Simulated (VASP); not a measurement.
Runs of VASP 6.6.1 on SnS. The structure is orthorhombic, space group Pnma (No. 62). Conventional cell: a = 11.200 Å, b = 3.987 Å, c = 4.334 Å, α = 90.00°, β = 90.00°, γ = 90.00°. Sn (site symmetry m) has 3 S at 2.63 to 2.67 Å as nearest neighbours. S (site symmetry m) is surrounded by 3 Sn at 2.63 to 2.67 Å. 

| task | level | spin | cell | k mesh | cutoff (eV) | gap on the mesh (eV) | pressure (GPa) | largest force (eV/Å) |
| --- | --- | --- | --- | --- | --- | --- | --- | --- |
| relaxation of cell and atoms | PBEsol | off | relaxed | 4 × 8 × 6 | 600 | 0.77 | 0.0 | 0.01 |
| band structure | PBEsol | off | Pnma, 23.4 Å³/atom | 4 × 8 × 6 | 520 | 0.72 | (a) | - |
| band structure | PBEsol | SOC, no magnetisation | Pnma, 23.4 Å³/atom | 2 × 6 × 6 | 520 | - | 0.0 | 0.03 |
| band structure | TB-mBJ | off | Pnma, 23.4 Å³/atom | 4 × 8 × 6 | 520 | (b) | - | - |

Alike in all rows: potentials or basis VASP PAW PBE potentials, release 64 (Sn_d, S); smearing gaussian 0.03 eV.

**Question.** Fill in the values left out.

**Answer.** (a) -0.1; (b) 1.06.

Caveats: the PAW data sets were made with another functional, which shifts forces and pressure a little; spin-orbit coupling is left out, which moves the levels of the heavy elements (some runs); the mesh misses the band edges, which the band path finds closer together (some runs).

A k mesh can miss the band edges, and rows without SOC leave out spin-orbit coupling on Sn.
